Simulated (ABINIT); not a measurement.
Runs of ABINIT 10.8.3 (patched build) on GaSb. Symmetry: F-43m, No. 216, cubic system. Conventional cell: a = 6.118 Å, b = 6.118 Å, c = 6.118 Å, α = 90.00°, β = 90.00°, γ = 90.00°. Sb (site symmetry -43m) is surrounded by 4 Ga at 2.65 Å. Ga (site symmetry -43m) is surrounded by 4 Sb at 2.65 Å. 

```tsv
task	level	potentials or basis	k mesh	cutoff (eV)	fine-grid cutoff	mesh quality	gap on the mesh (eV)	pressure (GPa)
band structure	PBE	JTH PAW PBE v2.0	8 × 8 × 8	463	925.187 eV	not flagged	none	2.1
band structure	HLE16	JTH PAW PBE v2.0 sp	8 × 8 × 8	544	1088.46 eV	not flagged	none	-6.2
single point	LDA	PseudoDojo NC SR LDA v0.4 stringent	6 × 6 × 6	1225	-	not flagged	none	-18.6
single point	PBEsol	JTH PAW PBE v2.0	3 × 3 × 3	463	925.187 eV	coarse	none	(a)
```

Alike in all rows: no spin polarisation; cell as given; smearing fermi-dirac 0.05 eV.

Q: Estimate the missing entries.

A: (a) 1.8.

Caveats: some runs use coarse meshes; this crystal is a semiconductor, whose small gap the functional closes, so the metal is an error of the method; spin-orbit coupling is left out, which moves the levels of the heavy elements (some runs); the potentials were made for a functional far from this one (some runs); the potentials were made for another functional, which shifts forces and pressure (some runs); this set keeps more shells in the core, which shifts pressures and gaps (some runs); so large a pressure means that the cell lies far from this level's equilibrium, or that cutoff or potentials fall short (some runs); the PAW data sets were made with another functional, which shifts forces and pressure a little (some runs).

A k mesh can miss the band edges, and the runs leave out spin-orbit coupling on Ga, Sb.

A gap of «none» marks a metal or a gap under the smearing width.

The runs don't all hold the same shells in valence.
